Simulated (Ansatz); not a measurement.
Consider ZnTe in the zinc blende structure (space group F-43m, No. 216; a = 6.1791 Å).

Levels (all Ansatz, an electronic-structure program, PAW): PBE (420 eV, no SOC); PBE+SOC (420 eV, noncollinear with spin-orbit coupling).

Its gap is 1.08 eV with PBE and 0.80 eV with PBE+SOC.

Now apply this change: cell and atoms relaxed at a pressure of 45 GPa.

With PBE the gap becomes 1.19 eV.

Q: If the PBE+SOC correction stayed the same, what would the PBE+SOC gap be, and what does the PBE+SOC run give?

A: A rigid correction of -0.28 eV gives 0.91 eV. The PBE+SOC run gives 0.87 eV, so the correction itself changes by -0.04 eV.

Single points use the geometry relaxed with PBE. The spin-orbit shifts are approximate. Spin-orbit coupling, missing from the scalar runs, can matter with Te. Load acts through the strain it causes; cell and atoms are relaxed under it. Stability against distortions was not tested. Measured, ZnTe leaves this structure (for cinnabar) near 9.5 GPa (temperature not stated; as listed in Datta, Sujoy, Jana, Debnarayan, arXiv (2020)), on rising pressure, with hysteresis.
